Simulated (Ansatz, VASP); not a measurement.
# One calculation of AlN, two programs

```
Al N
1.0
     3.05173    0.00000    0.00000
    -1.52586    2.64287    0.00000
     0.00000    0.00000    4.85670
Al N
2 2
Cartesian
  0.0000 1.7619 -0.0089
  1.5259 0.8810 2.4195
  0.0000 1.7619 1.8544
  1.5259 0.8810 4.2828
```

Alike in both runs: functional PBEsol; k mesh 8 × 8 × 6; no spin polarisation.

Ansatz relaxed the structure, and its values are those at the end. VASP's run is a single point on that final structure, the one shown.

|  | VASP | Ansatz |
| --- | --- | --- |
| version | VASP 6.6.1 | Ansatz 0.2.0 |
| potentials or method | VASP PAW PBE potentials, release 64 (Al, N) | PAW with Ansatz's default frozen-core files, scalar-relativistic |
| plane-wave cutoff (eV) | 520 | 420 |
| occupations | gaussian, width 0.01 eV | fixed |
| valence electrons in the cell | 16 | 16 |

Ansatz gave:

* pressure (GPa): 15.0

Problem. Which values does VASP return?

Solution. Pressure (GPa): 15.1.

Caveats: so large a pressure means that the cell lies far from this level's equilibrium, or that cutoff or potentials fall short (VASP); the potentials were made for another functional, which shifts forces and pressure (VASP). A k mesh can miss the band edges.
